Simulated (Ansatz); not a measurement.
# Ru (diamond type): the cost of one run

Method: DFT PBE, with the methods named in each step, in Ansatz 0.2.0.

## Step 1: Starting point

It takes space group Fd-3m (No. 227, cubic). The conventional cell has a = 5.164 Å, b = 5.164 Å, c = 5.164 Å, α = 90.00°, β = 90.00°, γ = 90.00°. Around Ru (site symmetry -43m) lie 4 Ru at 2.24 Å.

As a file:

```
Ru
1.0
     0.00000    2.58183    2.58183
     2.58183    0.00000    2.58183
     2.58183    2.58183    0.00000
Ru
2
Direct
  0.87500 0.87500 0.87500
  0.12500 0.12500 0.12500
```

Whether this phase is the stable one at these pressures isn't tested.

Atoms are numbered in the order of the input: Ru1, Ru2.

## Step 2: Cell relaxed at zero pressure, PAW

The input, input.yaml:

```yaml
crystal:
  lattice:
    - [0.0, 2.5818259214, 2.5818259214]
    - [2.5818259214, 0.0, 2.5818259214]
    - [2.5818259214, 2.5818259214, 0.0]
  atoms:
    - { symbol: Ru, position: [-0.125, -0.125, -0.125] }
    - { symbol: Ru, position: [0.125, 0.125, 0.125] }
kpoints:
  mp_grid: { grid: [14, 14, 14] }
scf:
  occupations: { method: fermi_dirac, width: 0.05 }
hamiltonian:
  xc: pbe
  pseudopotentials: { kind: paw }
output:
  forces: true
  stress: true
relax:
  f_tol: 0.005
  max_steps: 40
  cell: {}
```

Command:

```console
ansatz run input.yaml --threads 1 --pin off --max-ram 2048MiB --backend cpu --events-out ev --progress --plain --runs-dir out
```

**Question.** How long does this run take on 1 thread of Intel Xeon Platinum 8488C (Sapphire Rapids), shared host, and how much memory does it need?

About 16 s, with a peak of 0.41 GiB.
